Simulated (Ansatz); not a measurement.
# Ti: how the axes shrink under pressure

Ti, P6_3/mmc, a = 2.938 Å, c = 4.651 Å. Ansatz: PBE, PAW, 420 eV, Γ-centred 18×18×10 mesh on 2 atoms, Gaussian smearing 0.10 eV; no spin polarisation. Cell and atoms are relaxed at each pressure, and no other structure is tried, so the rows at high pressure may lie past a change of phase. y = 100 ln(c/c0) with c0 = 4.6506 Å, so nearly a change in per cent. The pressures are the targets, met within 0.06 GPa.

```
P (GPa) y  100 ln(a/a0)
   -3.0   0.86          0.98
    0.0   0.00          0.00
    3.0  -0.84         -0.86
    8.0  -2.02         -2.16
   15.0  -3.49         -3.75
   30.0      ?             ?
   60.0  -9.26        -11.19
```

Q: Fit y = c1 P + c2 P² to the other rows, give the linear compressibility along c, and predict the missing y.

A: Least squares on the rows shown. y = −0.2633 P + 0.001816 P². The linear compressibility along c is −c1/100 = 2.63 per TPa, against 2.77 along a from the same fit to the last column (its missing entry is -6.58): the crystal is about as stiff along both at low pressure. The runs next to zero pressure give 2.83 and 3.06, so a parabola over the whole range misstates the start. With a term in P³ added, the coefficient of P becomes -0.2800, 6 % more, which shows how far this figure hangs on the form. At P = 30.0 the fit asked for gives -6.26. The run gave -6.03, so the fit is 0.23 too low, 2.3 % of the span of the series, against an rms of 0.05 on the fitted rows. With a term in P³ added, a fit to the same known rows predicts -5.88, a smaller miss on the other side.